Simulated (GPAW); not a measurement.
# Zn (Fm-3m) in GPAW: equation of state

Aim: energy against volume of Zn in PBE, for its equilibrium volume and stiffness.

All numbers are computed with GPAW 26.7.0; they aren't measurements. Logs are shortened: lines on timing, memory, paths and dates and some standing lists are left out, and cuts for length are marked. The log counts tension as positive stress, the text compression.

**1. Starting point**

The structure is cubic, space group Fm-3m (No. 225). The conventional cell has a = 3.930 Å, b = 3.930 Å, c = 3.930 Å, α = 90.00°, β = 90.00°, γ = 90.00°. Zn (site symmetry m-3m) is surrounded by 12 Zn at 2.78 Å.

This isn't the form of Zn at room conditions, which is hcp.

**2. Equation of state, PBE**

File run.py:

```python
from ase import Atoms
from ase.eos import EquationOfState
from ase.io import Trajectory
from ase.units import GPa
from gpaw import GPAW, PW

atoms = Atoms(['Zn'],
              cell=[[0.0, 1.964776, 1.964776],
                    [1.964776, 0.0, 1.964776],
                    [1.964776, 1.964776, 0.0]],
              scaled_positions=[[0.0, 0.0, 0.0]],
              pbc=True)

traj = Trajectory('eos.traj', 'w')
volumes, energies = [], []
for x in [0.94, 0.96, 0.98, 1.0, 1.02, 1.04, 1.06]:
    a = atoms.copy()
    a.set_cell(atoms.cell * x**(1 / 3), scale_atoms=True)
    calc = GPAW(mode=PW(600),
                xc='PBE',
                kpts={'size': (12, 12, 12), 'gamma': True},
                occupations={'name': 'fermi-dirac', 'width': 0.05},
                nbands=13,
                convergence={'density': 1e-05, 'energy': 1e-05},
                maxiter=150,
                txt=f'eos-{x:.2f}.txt')
    a.calc = calc
    energies.append(a.get_potential_energy(force_consistent=True))
    volumes.append(a.get_volume())
    p = -a.get_stress()[:3].mean() / GPa
    calc.write(f'eos-{x:.2f}.gpw')
    traj.write(a)
    print(f'{x:.2f} {volumes[-1]:10.4f} A^3 {energies[-1]:14.6f} eV {p:9.3f} GPa', flush=True)

v0, e0, B = EquationOfState(volumes, energies, eos='birchmurnaghan').fit()
print(f'V0 = {v0:.4f} A^3, E0 = {e0:.6f} eV, B0 = {B / GPa:.2f} GPa')
```

Potentials or basis: GPAW PAW data sets (gpaw-data 1.2.1), pw.

The run is started by

```sh
$ OMP_NUM_THREADS=1 python run.py
```

The log of the run:

```text
__  _  _
 | _ |_)|_||  |
 |__||  | ||/\| - 26.7.0

Input parameters:
  mode=PW(ecut=600.0),
  convergence={'density': 1e-05, 'energy': 1e-05},
  kpts=MonkhorstPack(size=(12, 12, 12), gamma=True),
  maxiter=150,
  nbands=13,
  occupations=Occupations(name='fermi-dirac', width=0.05),
  xc=XC(name='PBE')

Diagonalizing LCAO Hamiltonian
Converting LCAO to pw mode

       Zn

Atoms  # Å, Bohr magnetons
|   | symbol |        x |        y |        z |    initial magnetic moments |
|---|--------|----------|----------|----------|-----------------------------|
| 0 |     Zn | 0.000000 | 0.000000 | 0.000000 | ( 0.0000,  0.0000,  0.0000) |

Unit cell  # Å
| periodic |        x |        y |        z |  lengths |    angles |
|----------|----------|----------|----------|----------|-----------|
|      yes | 0.000000 | 1.924667 | 1.924667 | 2.721891 | 60.000000 |
|      yes | 1.924667 | 0.000000 | 1.924667 | 2.721891 | 60.000000 |
|      yes | 1.924667 | 1.924667 | 0.000000 | 2.721891 | 60.000000 |

Number of symmetries: 48
Symmetry operations  # r_c * U_cc + t_c -> r_c
|    | kind |            matrix            |
|----|------|------------------------------|
|  0 |  σ   |  1, 0, 0,  1, 0,-1,  1,-1, 0 |
|  1 |  C2  |  1, 0, 0,  1,-1, 0,  1, 0,-1 |
|  2 |  E   |  1, 0, 0,  0, 1, 0,  0, 0, 1 |
|  3 |  σ   |  1, 0, 0,  0, 0, 1,  0, 1, 0 |
|  4 |  C4  |  1, 0,-1,  1, 0, 0,  1,-1, 0 |
|  5 |  S6  |  1, 0,-1,  1,-1, 0,  1, 0, 0 |
|  6 |  σ   |  1, 0,-1,  0, 1,-1,  0, 0,-1 |
|  7 |  C3  |  1, 0,-1,  0, 0,-1,  0, 1,-1 |
|  8 |  S6  |  1,-1, 0,  1, 0, 0,  1, 0,-1 |
|  9 |  C4  |  1,-1, 0,  1, 0,-1,  1, 0, 0 |
| 10 |  C3  |  1,-1, 0,  0,-1, 1,  0,-1, 0 |
| 11 |  σ   |  1,-1, 0,  0,-1, 0,  0,-1, 1 |
| 12 |  σ   |  0, 1, 0,  1, 0, 0,  0, 0, 1 |
| 13 |  C4  |  0, 1, 0,  0, 1,-1, -1, 1, 0 |
| 14 |  C3  |  0, 1, 0,  0, 0, 1,  1, 0, 0 |
| 15 |  S6  |  0, 1, 0, -1, 1, 0,  0, 1,-1 |
| 16 |  C2  |  0, 1,-1,  1, 0,-1,  0, 0,-1 |
| 17 |  σ   |  0, 1,-1,  0, 1, 0, -1, 1, 0 |
| 18 |  S4  |  0, 1,-1,  0, 0,-1,  1, 0,-1 |
| 19 |  C4  |  0, 1,-1, -1, 1, 0,  0, 1, 0 |
| 20 |  C3  |  0, 0, 1,  1, 0, 0,  0, 1, 0 |
| 21 |  σ   |  0, 0, 1,  0, 1, 0,  1, 0, 0 |
| 22 |  S6  |  0, 0, 1,  0,-1, 1, -1, 0, 1 |
| 23 |  C4  |  0, 0, 1, -1, 0, 1,  0,-1, 1 |
| 24 |  S4  |  0, 0,-1,  1, 0,-1,  0, 1,-1 |
| 25 |  C3  |  0, 0,-1,  0, 1,-1,  1, 0,-1 |
| 26 |  C2  |  0, 0,-1,  0,-1, 0, -1, 0, 0 |
| 27 |  S6  |  0, 0,-1, -1, 0, 0,  0,-1, 0 |
| 28 |  S4  |  0,-1, 1,  1,-1, 0,  0,-1, 0 |
| 29 |  C4  |  0,-1, 1,  0, 0, 1, -1, 0, 1 |
| 30 |  C2  |  0,-1, 1,  0,-1, 0,  1,-1, 0 |
| 31 |  σ   |  0,-1, 1, -1, 0, 1,  0, 0, 1 |
| 32 |  C3  |  0,-1, 0,  1,-1, 0,  0,-1, 1 |
| 33 |  S6  |  0,-1, 0,  0, 0,-1, -1, 0, 0 |
| 34 |  S4  |  0,-1, 0,  0,-1, 1,  1,-1, 0 |
| 35 |  C2  |  0,-1, 0, -1, 0, 0,  0, 0,-1 |
| 36 |  C2  | -1, 1, 0,  0, 1, 0,  0, 1,-1 |
| 37 |  S6  | -1, 1, 0,  0, 1,-1,  0, 1, 0 |
| 38 |  S4  | -1, 1, 0, -1, 0, 1, -1, 0, 0 |
| 39 |  C3  | -1, 1, 0, -1, 0, 0, -1, 0, 1 |
| 40 |  S6  | -1, 0, 1,  0, 0, 1,  0,-1, 1 |
| 41 |  C2  | -1, 0, 1,  0,-1, 1,  0, 0, 1 |
| 42 |  C3  | -1, 0, 1, -1, 1, 0, -1, 0, 0 |
| 43 |  S4  | -1, 0, 1, -1, 0, 0, -1, 1, 0 |
| 44 |  C2  | -1, 0, 0,  0, 0,-1,  0,-1, 0 |
| 45 |  i   | -1, 0, 0,  0,-1, 0,  0, 0,-1 |
| 46 |  σ   | -1, 0, 0, -1, 1, 0, -1, 0, 1 |
| 47 |  C2  | -1, 0, 0, -1, 0, 1, -1, 1, 0 |

BZ-sampling:
  Number of BZ points: 1728
  Number of IBZ points: 72

  Monkhorst-Pack size: [12, 12, 12]
  Monkhorst-Pack shift: [0.041666666666666664, 0.041666666666666664, 0.041666666666666664]

K-points  # in reciprocal-cell coordinates
|     |                                coordinates |     weight |
|-----|--------------------------------------------|------------|
|   0 | ( -0.00000000,  -0.00000000,  -0.00000000) | 0.00057870 |
|   1 | (  0.08333333,   0.08333333,  -0.00000000) | 0.00347222 |
|   2 | (  0.08333333,   0.08333333,   0.08333333) | 0.00462963 |
|   3 | (  0.16666667,   0.08333333,   0.08333333) | 0.00694444 |
|   4 | (  0.16666667,   0.16666667,  -0.00000000) | 0.00347222 |
|   5 | (  0.16666667,   0.16666667,   0.08333333) | 0.01388889 |
|   6 | (  0.16666667,   0.16666667,   0.16666667) | 0.00462963 |
|   7 | (  0.25000000,   0.16666667,   0.08333333) | 0.01388889 |
|   8 | (  0.25000000,   0.16666667,   0.16666667) | 0.01388889 |
|   9 | (  0.25000000,   0.25000000,  -0.00000000) | 0.00347222 |
| ... |                                            |            |
|  71 | (  0.50000000,   0.50000000,   0.50000000) | 0.00231481 |

Plane wave coefficients: 531
Cutoff: 600.0 eV

Spin-components: 1 (collinear spins)
Bands:           13
Projectors:      6
Spin-degeneracy: 2
Datatype:        complex128

Density:
  Valence electrons: 12.0
  Components: 1
  Grid points: [16 16 16]
  Charge: 0.0  # |e|

Potential:
  Grid points: [16 16 16]

species:
  Zn:
    name:    Zinc
    Z:       30.0
    valence: 12
    core:    18
    charge:  0.0  # [|e|]
    compensation charges:
      type: gauss
      rc: 0.37  # [Å]
      lmax: 2
    cutoffs:
      filter: 2.14  # [Å]
      core: 2.28  # [Å]
    projectors
    | kind |    occ | energy [eV] | rcut [Å] |
    |------|--------|-------------|----------|
    |   4s |  2.000 |      -5.977 |    1.286 |
    |   4p |  0.000 |      -1.117 |    1.270 |
    |   3d | 10.000 |     -10.142 |    1.180 |
    |    s |        |      21.234 |    1.286 |
    |    p |        |      26.095 |    1.270 |
    |    d |        |      17.070 |    1.180 |

    Using partial waves for Zn as LCAO basis

Reference energy: -48861.326653  # eV

eigensolver:
  PPCG
  Converge bands: occupied
  niter=2

density mixing:
  MSR1-Mixer
  Pratt-step length: 0.05
  Maximum mixing coefficient: 0.75
  Old densities: 10
  SVD Regularization: 0.005
  Good broyden scale: 1.0
  Trust region scale: 1.0
  Backstep threshold: 4.0
  History deletion threshold: 6.0
  Fourier metric: weight=20.0, sigma=0.015

occupation numbers:
  Fermi-Dirac:
    width: 0.0500  # eV

poisson solver:
  ecut: 4800.0  # eV

xc functional:
[... 9 lines left out ...]
|iter     | |      energy | eigst |  dens |
|---------|-|-------------|-------|-------|
|iter:   1| |   -1.239286 | -0.03 |       |
|iter:   2| |   -1.210956 | -3.03 | -1.39 |
|iter:   3| |   -1.145575 | -1.95 | -1.44 |
|iter:   4| |   -1.148268 | -3.27 | -1.91 |
|iter:   5| |   -1.149134 | -3.20 | -2.24 |
|iter:   6| |   -1.149166 | -5.29 | -3.74 |
|iter:   7| |   -1.149173c| -5.70 | -3.72 |
|iter:   8| |   -1.149173c| -7.90c| -4.69 |
|iter:   9| |   -1.149173c| -8.59c| -5.13c|

Converged in 9 steps
Energy contributions relative to reference atoms: (reference = -48861.326653)

Energy contributions:
  Kinetic:          -0.544208
  Coulomb:           2.469733
  Zero:             -0.028333
  External:          0.000000
  Xc:               -3.044984
  Entropy:          -0.002762
  Spinorbit:         0.000000
  ----------------------------
  Free energy:      -1.150554
  Extrapolated:     -1.149173

dipole moment: (-7.409137, -7.409137, -7.409137)  # |e|*Ang

Fermi level: 7.279
Eigenvalues  # (at kpt = [-0.000, -0.000, -0.000])
| band index |      eig [eV] | occ [0-2] |
|------------|---------------|-----------|
|          0 |        -3.525 |     2.000 |
|          1 |        -0.432 |     2.000 |
|          2 |        -0.432 |     2.000 |
|          3 |        -0.432 |     2.000 |
|          4 |        -0.008 |     2.000 |
|          5 |        -0.008 |     2.000 |
|          6 |        26.419 |     0.000 |
|          7 |        26.420 |     0.000 |
|          8 |        26.420 |     0.000 |
|          9 |        26.420 |     0.000 |
|         10 |        28.853 |     0.000 |
|         11 |        28.853 |     0.000 |
|         12 |        28.853 |     0.000 |

No gap
No difference between direct/indirect transitions

Stress tensor  # eV/Ang^3
|         x |         y |         z |
|-----------|-----------|-----------|
| -0.027120 |  0.000000 |  0.000000 |
|  0.000000 | -0.027120 |  0.000000 |
|  0.000000 |  0.000000 | -0.027120 |

# Writing to eos-0.94.gpw (mode='')
```

stdout:

```text
0.94    14.2593 A^3      -1.150554 eV     4.345 GPa
0.96    14.5626 A^3      -1.157075 eV     2.517 GPa
0.98    14.8660 A^3      -1.160343 eV     0.906 GPa
1.00    15.1694 A^3      -1.160745 eV    -0.511 GPa
1.02    15.4728 A^3      -1.158627 eV    -1.759 GPa
1.04    15.7762 A^3      -1.154290 eV    -2.855 GPa
1.06    16.0796 A^3      -1.148050 eV    -3.813 GPa
V0 = 15.0614 A^3, E0 = -1.160904 eV, B0 = 68.97 GPa
```

eos-0.98.txt:

```text
SCF iterations
|iter     | |      energy | eigst |  dens |
|---------|-|-------------|-------|-------|
|iter:   1| |   -1.239244 | -0.06 |       |
|iter:   2| |   -1.213848 | -3.06 | -1.41 |
|iter:   3| |   -1.155539 | -1.96 | -1.45 |
|iter:   4| |   -1.158058 | -3.29 | -1.91 |
|iter:   5| |   -1.158728 | -3.23 | -2.25 |
[... 35 lines left out ...]
|          9 |        25.660 |     0.000 |
|         10 |        27.881 |     0.000 |
|         11 |        27.881 |     0.000 |
|         12 |        27.881 |     0.000 |

No gap
No difference between direct/indirect transitions

Stress tensor  # eV/Ang^3
|         x |         y |         z |
|-----------|-----------|-----------|
| -0.005656 |  0.000000 |  0.000000 |
|  0.000000 | -0.005656 |  0.000000 |
|  0.000000 |  0.000000 | -0.005656 |

# Writing to eos-0.98.gpw (mode='')
```

Wall time 55 s (1 thread of Arm Neoverse V2, shared host); peak memory 0.18 GiB.

What came out:

| Quantity | Value |
| --- | --- |
| Equilibrium volume | 15.06 Å³/atom |
| Bulk modulus | 69 GPa |
| Pressure derivative of the bulk modulus | 5.5 |

Energy against volume, from the lowest point:
| volume (Å³/atom) | energy (meV/atom) |
| --- | --- |
| 14.259 | 10.19 |
| 14.563 | 3.67 |
| 14.866 | 0.40 |
| 15.169 | 0.00 |
| 15.473 | 2.12 |
| 15.776 | 6.46 |
| 16.080 | 12.70 |
